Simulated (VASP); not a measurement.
Runs of VASP 6.6.1 on Al. The cell holds a slab with vacuum, 11 atoms: a = 4.040 Å, b = 2.857 Å, c = 29.284 Å, α = 90.00°, β = 90.00°, γ = 90.00°. The cell was built by a generator and needn't be a form met in nature.

```tsv
task	level	potentials or basis	cell	gap on the mesh (eV)	largest force (eV/Å)
work function	PBE	VASP PAW PBE potentials, release 64 (Al)	as given	none	0.02
work function	PBEsol	VASP PAW PBE potentials, release 64 (Al)	as given	none	(a)
work function	r2SCAN	VASP PAW PBE potentials, release 64 (Al)	as given	none	0.21
work function	LDA	VASP PAW LDA potentials, release 64 (Al)	as given	none	0.20
relaxation of the atoms	PBE	VASP PAW PBE potentials, release 64 (Al)	atoms relaxed	none	0.02
```

Alike in all rows: no spin polarisation; k mesh 16 × 12 × 1; cutoff (eV) 520; smearing methfessel-paxton 0.1 eV.

Task: Estimate the missing entries.

Result: (a) 0.09.

Caveats: the PAW data sets were made with another functional, which shifts forces and pressure a little (some runs).

A k mesh can miss the band edges.

A gap of «none» marks a metal or a gap under the smearing width.

Not every run made on this cell is shown here.
